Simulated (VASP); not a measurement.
# Rh (P6_3/mmc) in VASP: single point with r2SCAN

Aim: the single point of Rh with r2SCAN.

Program: VASP 6.6.1. These are calculated values, not measurements. Logs are shortened: lines on timing, memory, paths and dates and some standing lists are left out, and cuts for length are marked.

## (1) The structure

The structure is hexagonal, space group P6_3/mmc (No. 194). Conventional cell: a = 2.689 Å, b = 2.689 Å, c = 4.329 Å, α = 90.00°, β = 90.00°, γ = 120.00°. Around Rh (site symmetry -6m2) lie 12 Rh at 2.66 to 2.69 Å.

This isn't the form of Rh at room conditions, which is fcc.

## (2) Single point, r2SCAN

The input, POSCAR:

```
Rh
1.0
    2.6887440422      0.0000000000      0.0000000000
   -1.3443720211      2.3285206448      0.0000000000
    0.0000000000      0.0000000000      4.3289366221
Rh
2
Direct
    0.3333333333      0.6666666667      0.2500000000
    0.6666666667      0.3333333333      0.7500000000
```

The input, INCAR.step1:

```
SYSTEM = Rh
PREC = Accurate ; ENCUT = 520
ISMEAR = 0 ; SIGMA = 0.1
LREAL = .False. ; LASPH = .True.
NELM = 100 ; NBANDS = 22
GGA = PE ; ALGO = Normal
EDIFF = 1E-4 ; LWAVE = .True.
LCHARG = .False.
```

The input, INCAR.step2:

```
SYSTEM = Rh
PREC = Accurate ; ENCUT = 520
EDIFF = 1E-7 ; ISMEAR = 0
SIGMA = 0.1 ; LREAL = .False.
LASPH = .True. ; NELM = 100
ALGO = Normal ; ISIF = 2
LWAVE = .False. ; LCHARG = .True.
METAGGA = R2SCAN ; LMIXTAU = .True.
LELF = .True. ; LVHAR = .True.
NBANDS = 22 ; ISTART = 1
```

The input, KPOINTS:

```
Automatic mesh
0
Gamma
  18 18 10
  0 0 0
```

Potentials or basis: VASP PAW PBE potentials, release 64 (Rh_pv).

Command:

```console
> cat potpaw_PBE.64/Rh_pv/POTCAR > POTCAR
> cp INCAR.step1 INCAR
> mpirun -np 1 vasp_std > vasp.out
> cp INCAR.step2 INCAR
> mpirun -np 1 vasp_std > vasp.out
```

OUTCAR:

```text
SYSTEM = Rh
   PREC = Accurate
   ENCUT = 520
   EDIFF = 1E-7
   ISMEAR = 0
   LREAL = .False.
   LASPH = .True.
   NELM = 100
   ISIF = 2
   METAGGA = R2SCAN
   ISTART = 1

 ion  position               nearest neighbor table
   1  0.333  0.667  0.250-   2 2.66   2 2.66   2 2.66   2 2.66   2 2.66   2 2.66
   2  0.667  0.333  0.750-   1 2.66   1 2.66   1 2.66   1 2.66   1 2.66   1 2.66

  LATTYP: Found a hexagonal cell.
 ALAT       =     2.6887440422
 C/A-ratio  =     1.6100218370

  Lattice vectors:

 A1 = (   2.6887440422,   0.0000000000,   0.0000000000)
 A2 = (  -1.3443720211,   2.3285206448,   0.0000000000)
 A3 = (   0.0000000000,   0.0000000000,   4.3289366221)

Analysis of symmetry for initial positions (statically):
=====================================================================
 Subroutine PRICEL returns:
 Original cell was already a primitive cell.

 Routine SETGRP: Setting up the symmetry group for a
 hexagonal supercell.

 Subroutine GETGRP returns: Found 24 space group operations
 (whereof 12 operations were pure point group operations)
 out of a pool of 24 trial point group operations.

The static configuration has the point symmetry D_3d.
 The point group associated with its full space group is D_6h.

Analysis of symmetry for dynamics (positions and initial velocities):
=====================================================================
 Subroutine PRICEL returns:
 Original cell was already a primitive cell.

 Routine SETGRP: Setting up the symmetry group for a
 hexagonal supercell.

 Subroutine GETGRP returns: Found 24 space group operations
 (whereof 12 operations were pure point group operations)
 out of a pool of 24 trial point group operations.

The dynamic configuration has the point symmetry D_3d.
 The point group associated with its full space group is D_6h.

 Subroutine INISYM returns: Found 24 space group operations
 (whereof 12 operations are pure point group operations),
 and found     1 'primitive' translations

----------------------------------------------------------------------------------------

                                     Primitive cell

  volume of cell :      27.1026

  direct lattice vectors                    reciprocal lattice vectors
     2.688744042  0.000000000  0.000000000     0.371920861  0.214728609  0.000000000
    -1.344372021  2.328520645  0.000000000     0.000000000  0.429457219  0.000000000
     0.000000000  0.000000000  4.328936622     0.000000000  0.000000000  0.231003613

  length of vectors
     2.688744042  2.688744042  4.328936622     0.429457219  0.429457219  0.231003613

  position of ions in fractional coordinates (direct lattice)
     0.333333333  0.666666667  0.250000000
     0.666666667  0.333333333  0.750000000

  ion indices of the primitive-cell ions
   primitive index   ion index
                 1           1
                 2           2

----------------------------------------------------------------------------------------

 KPOINTS: Automatic mesh

Automatic generation of k-mesh.
 Grid dimensions read from file:
 generate k-points for:   18   18   10

 Generating k-lattice:

  Cartesian coordinates                     Fractional coordinates (reciprocal lattice)
     0.020662270  0.011929367  0.000000000     0.055555556  0.000000000  0.000000000
     0.000000000  0.023858734  0.000000000     0.000000000  0.055555556  0.000000000
     0.000000000  0.000000000  0.023100361     0.000000000  0.000000000  0.100000000

  Length of vectors
     0.023858734  0.023858734  0.023100361

  Shift w.r.t. Gamma in fractional coordinates (k-lattice)
     0.000000000  0.000000000  0.000000000

 Subroutine IBZKPT returns following result:
 ===========================================

 Found    222 irreducible k-points:

 Following reciprocal coordinates:
            Coordinates               Weight
  0.000000  0.000000  0.000000      1.000000
  0.055556 -0.000000  0.000000      6.000000
  0.111111 -0.000000  0.000000      6.000000
  0.166667 -0.000000  0.000000      6.000000
  0.222222  0.000000  0.000000      6.000000
  0.277778 -0.000000  0.000000      6.000000
[... 16 lines left out ...]
  0.333333  0.111111  0.000000     12.000000
  0.388889  0.111111  0.000000     12.000000
 [... further k-points ...]
   k-points           NKPTS =    222   k-points in BZ     NKDIM =    222   number of bands    NBANDS=     22
   number of dos      NEDOS =    301   number of ions     NIONS =      2
   total plane-waves  NPLWV =  12800
   dimension x,y,z NGX =    20 NGY =   20 NGZ =   32
   dimension x,y,z NGXF=    40 NGYF=   40 NGZF=   64
   ions per type =               2
   NGX,Y,Z   is equivalent  to a cutoff of  12.37, 12.37, 12.29 a.u.
   NGXF,Y,Z  is equivalent  to a cutoff of  24.73, 24.73, 24.58 a.u.
 SYSTEM =  Rh
   PREC   = accura    normal or accurate (medium, high low for compatibility)
   ISTART =      1    job   : 0-new  1-cont  2-samecut
   ICHARG =      0    charge: 1-file 2-atom 10-const
   ISPIN  =      1    spin polarized calculation?
   LNONCOLLINEAR =      F non collinear calculations
   LSORBIT =      F    spin-orbit coupling
   LASPH  =      T    aspherical Exc in radial PAW
   ENCUT  =  520.0 eV  38.22 Ry    6.18 a.u.   5.00  5.00  8.05*2*pi/ulx,y,z
   NELM   =    100;   NELMIN=  2; NELMDL=  0     # of ELM steps
   EDIFF  = 0.1E-06   stopping-criterion for ELM
   LREAL  =      F    real-space projection
   EDIFFG = 0.1E-05   stopping-criterion for IOM
   NSW    =      0    number of steps for IOM
   IBRION =     -1    ionic relax: 0-MD 1-quasi-New 2-CG
   NFREE  =      0    steps in history (QN), initial steepest desc. (CG)
   ISIF   =      2    stress and relaxation
   ISYM   =      2    0-nonsym 1-usesym 2-fastsym
   POTIM  = 0.5000    time-step for ionic-motion
   TEBEG  =    0.0;   TEEND  =   0.0 temperature during run
   PSTRESS=    0.0 pullay stress
   NELECT =      30.0000    total number of electrons
   NUPDOWN=      -1.0000    fix difference up-down
   EMIN   =  10.00;   EMAX   =-10.00  energy-range for DOS
   EFERMI =   0.00;   METHOD = LEGACY
   ISMEAR =     0;   SIGMA  =   0.10  broadening in eV -4-tet -1-fermi 0-gaus
   EFERMI_NEDOS =   21; number of points for ismear=-14 and -15
   IALGO  =     38    algorithm
   IMIX   =      4    mixing-type and parameters
     AMIX     =   0.40;   BMIX     =  1.00
     AMIX_MAG =   1.60;   BMIX_MAG =  1.00
  volume/ion in A,a.u.               =      13.55        91.45
  Fermi-wavevector in a.u.,A,eV,Ry     =   1.693473  3.200200 39.019487  2.867851
  Thomas-Fermi vector in A             =   2.774873
   LORBIT       =      0    0 simple, 1 ext, 2 COOP (PROOUT), +10 PAW based schemes
   METAGGA = R2SCAN    functional components
   LHFCALC =     F    Hartree Fock is set to
   AEXX    =    0.0000 exact exchange contribution
   IVDW    =     0    specifies the selected vdW correction
   LEPSILON=     F    determine dielectric tensor
   LRPA    =     F    only Hartree local field effects (RPA)
 non-spin polarized calculation
 Gauss-broadening in eV      SIGMA  =   0.10
  energy-cutoff  :      520.00
  volume of cell :       27.10
 maximum number of plane-waves:       756
 NGX is ok and might be reduce to    20
   NGX =  9   NGY =  9   NGZ = 17

 number of electron      30.0000003 magnetization

 Free energy of the ion-electron system (eV)
  ---------------------------------------------------
  ext. energy  EPLUGINS =         0.00000000
  ---------------------------------------------------
  free energy    TOTEN  =       -48.18200638 eV

  energy without entropy =      -48.16667511  energy(sigma->0) =      -48.17434074

 E-fermi :  12.1173     XC(G=0): -15.3168

 val. band max:       12.1146091974   @ k =   0.4444   0.0556   0.4000
 cond. band min:      12.1230773725   @ k =   0.0556  -0.0000   0.3000
 fundamental gap:      0.0084681751
 Fermi energy:        12.1173177217

 k-point     1 :       0.0000    0.0000    0.0000
  band No.  band energies     occupation
      1     -36.6605      2.00000
      2     -35.9116      2.00000
      3     -35.9116      2.00000
      4     -35.8042      2.00000
      5     -35.7879      2.00000
      6     -35.7879      2.00000
[... 14 lines left out ...]
     21      29.3853      0.00000
     22      29.3858      0.00000

 k-point     2 :       0.0556   -0.0000    0.0000
  band No.  band energies     occupation
      1     -36.6523      2.00000
      2     -35.9299      2.00000
      3     -35.9176      2.00000
      4     -35.8077      2.00000
      5     -35.8070      2.00000
      6     -35.7908      2.00000
[... 14 lines left out ...]
     21      29.3854      0.00000
     22      29.3857      0.00000

 k-point     3 :       0.1111   -0.0000    0.0000
  band No.  band energies     occupation
      1     -36.6284      2.00000
      2     -35.9825      2.00000
      3     -35.9346      2.00000
      4     -35.8615      2.00000
      5     -35.8181      2.00000
      6     -35.7990      2.00000
[... 14 lines left out ...]
     21      29.3854      0.00000
     22      29.3856      0.00000

 k-point     4 :       0.1667   -0.0000    0.0000
  band No.  band energies     occupation
      1     -36.5901      2.00000
      2     -36.0632      2.00000
      3     -35.9602      2.00000
      4     -35.9437      2.00000
      5     -35.8355      2.00000
      6     -35.8122      2.00000
[... 14 lines left out ...]
     21      29.3852      0.00000
     22      29.3860      0.00000

 k-point     5 :       0.2222    0.0000    0.0000
  band No.  band energies     occupation
      1     -36.5401      2.00000
      2     -36.1624      2.00000
      3     -36.0427      2.00000
      4     -35.9907      2.00000
      5     -35.8600      2.00000
      6     -35.8290      2.00000
[... 14 lines left out ...]
     21      29.3851      0.00000
     22      29.3856      0.00000

 k-point     6 :       0.2778   -0.0000    0.0000
  band No.  band energies     occupation
      1     -36.4816      2.00000
      2     -36.2679      2.00000
      3     -36.1458      2.00000
      4     -36.0225      2.00000
      5     -35.8912      2.00000
      6     -35.8474      2.00000
[... 14 lines left out ...]
     21      29.2871      0.00000
     22      29.3856      0.00000

 k-point     7 :       0.3333    0.0000    0.0000
  band No.  band energies     occupation
      1     -36.4193      2.00000
      2     -36.3671      2.00000
      3     -36.2407      2.00000
      4     -36.0518      2.00000
      5     -35.9279      2.00000
      6     -35.8651      2.00000
[... 324 lines left out ...]
      6     -35.8585      2.00000
[... 14 lines left out ...]
     21      28.4847      0.00000
     22      29.3861      0.00000

 k-point    21 :       0.2222    0.1111    0.0000
  band No.  band energies     occupation
      1     -36.4624      2.00000
      2     -36.2650      2.00000
      3     -36.1918      2.00000
      4     -36.0235      2.00000
      5     -35.9020      2.00000
      6     -35.8836      2.00000
[... 14 lines left out ...]
     21      27.3966      0.00000
     22      29.3856      0.00000

 k-point    22 :       0.2778    0.1111    0.0000
  band No.  band energies     occupation
      1     -36.4013      2.00000
      2     -36.3567      2.00000
      3     -36.2599      2.00000
      4     -36.0680      2.00000
      5     -35.9390      2.00000
      6     -35.9062      2.00000
[... 14 lines left out ...]
     21      26.3128      0.00000
     22      28.9861      0.00000

 k-point    23 :       0.3333    0.1111    0.0000
  band No.  band energies     occupation
      1     -36.4318      2.00000
      2     -36.3418      2.00000
      3     -36.3146      2.00000
      4     -36.1038      2.00000
      5     -35.9788      2.00000
      6     -35.9244      2.00000
[... 14 lines left out ...]
     21      25.3646      0.00000
     22      28.2608      0.00000

 k-point    24 :       0.3889    0.1111    0.0000
  band No.  band energies     occupation
      1     -36.4807      2.00000
      2     -36.3502      2.00000
      3     -36.2939      2.00000
      4     -36.1269      2.00000
      5     -36.0138      2.00000
      6     -35.9363      2.00000
[... 14 lines left out ...]
     21      24.7018      0.00000
     22      27.6608      0.00000

 [... further k-points ...]

------------------------ aborting loop because EDIFF is reached ----------------------------------------

  FORCE on cell =-STRESS in cart. coord.  units (eV):
  Direction    XX          YY          ZZ          XY          YZ          ZX
  --------------------------------------------------------------------------------------
  -------------------------------------------------------------------------------------
  Total        0.9916551      0.9916551      0.9779967      0.0000000     -0.0000000      0.0000000
  in kB       58.6219744     58.6219744     57.8145534      0.0000000     -0.0000000      0.0000000
  external PRESSURE =      58.3528341 kB  Pullay stress =       0.0000000 kB

 VOLUME and BASIS-vectors are now :
 -----------------------------------------------------------------------------
  energy-cutoff  :      520.00
  volume of cell :       27.10
      direct lattice vectors                 reciprocal lattice vectors
     2.688744042  0.000000000  0.000000000     0.371920861  0.214728609  0.000000000
    -1.344372021  2.328520645  0.000000000     0.000000000  0.429457219  0.000000000
     0.000000000  0.000000000  4.328936622     0.000000000  0.000000000  0.231003613

 POSITION                                       TOTAL-FORCE (eV/Angst)
 -----------------------------------------------------------------------------------
     -0.00000      1.55235      1.08223        -0.000000     -0.000000      0.000000
      1.34437      0.77617      3.24670         0.000000      0.000000      0.000000
 -----------------------------------------------------------------------------------
    total drift:                                0.000000     -0.000000      0.000000

  FREE ENERGIE OF THE ION-ELECTRON SYSTEM (eV)
  ---------------------------------------------------
  free  energy   TOTEN  =       -48.1820063765 eV

  energy  without entropy=      -48.1666751055  energy(sigma->0) =      -48.17434074
```

It took 4.1 min on 1 thread of AMD EPYC 9R45 (Zen 5), shared host; peak memory 0.19 GiB.

What came out:

* Free energy: -48.1820 eV
* Pressure: 5.8 GPa
* Band gap on the k mesh: none (metal or under the smearing width)

Stress tensor (GPa, compression positive):
```
5.86 0.00 0.00
0.00 5.86 0.00
0.00 0.00 5.78
```

Caveat: the PAW data sets were made with another functional, which shifts forces and pressure a little.
